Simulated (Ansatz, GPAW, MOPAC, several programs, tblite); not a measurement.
# What each method gives for CdF2 (1T monolayer)

CdF2 (1T monolayer), relaxed with r2SCAN in Ansatz, was computed with several methods. In-plane lattice: a = 3.504 Å, b = 3.504 Å, γ = 120.0°; thickness between the outer nuclei 1.96 Å. Cd is surrounded by 6 F at 2.25 Å; F is surrounded by 3 Cd at 2.25 Å. Simulation only: spin-unpolarised, and no claim that this is the phase found in nature.

```xyz
3
Lattice="3.5042 0.0000 0.0000 -1.7521 3.0347 0.0000 0.0000 0.0000 28.2548" Properties=species:S:1:pos:R:3 pbc="T T F"
Cd    0.0000    0.0000    9.0000
F     0.0000    2.0231    9.9786
F     1.7521    1.0116    8.0214
```
Periodic in the plane only; c spans the vacuum.

Gaps and times are for a single point on this cell. Times are rough, from shared hosts (Arm Neoverse V1), and each method has its own mesh and cell size. PM6 (MOPAC), PM7 (MOPAC), GFN1-xTB (tblite), GFN2-xTB (tblite) treat a cluster of cells at its zone centre, which samples few k points: where these miss a band edge, the gap comes out too large for that reason alone. Gaps from k meshes are read at a limited set of points (mesh, symmetry points, PBE's band edges), so each method's own least gap may be somewhat smaller. xTB and the PM methods were fitted mostly to molecules, and can miss a solid's gap by electronvolts. Minimal bases can be far off for gaps. GLLB-SC's gap includes the derivative discontinuity. d marks a direct gap, i an indirect one (no mark: not told apart), a dash a value that wasn't computed or didn't pass its checks.

| method | kind | gap (eV) | atoms computed | processor time |
| --- | --- | --- | --- | --- |
| PM6 (MOPAC) | semi-empirical | 4.27 | 27 | 0.21 s |
| PM7 (MOPAC) | semi-empirical | 10.06 | 27 | 0.23 s |
| GFN1-xTB (tblite) | tight binding | 1.96 | 27 | 0.81 s |
| GFN2-xTB (tblite) | tight binding | 5.06 | 27 | 1.1 s |
| light PBE (260 eV and a coarse mesh) | light plane-wave | 4.01 d | 3 | 2.6 s |
| PBE/single zeta (GPAW) | small basis | 3.60 d | 3 | 6.2 s |
| PBE | semilocal | 3.94 d | 3 | 9.1 s |
| r2SCAN | semilocal | 4.64 d | 3 | 26 s |
| GLLB-SC (GPAW) | model potential | 7.27 | 3 | 52 s |

Against r2SCAN (4.64 eV) and with closed or daggered gaps left aside, the nearest gap at the points sampled is that of PM6 (MOPAC) (-0.37 eV) and the farthest that of PM7 (MOPAC) (+5.42 eV). r2SCAN is only a yardstick of convenience: semilocal gaps usually lie below measured ones, which GLLB-SC and hybrids aim to mend.

The runs are scalar-relativistic, without spin-orbit coupling.
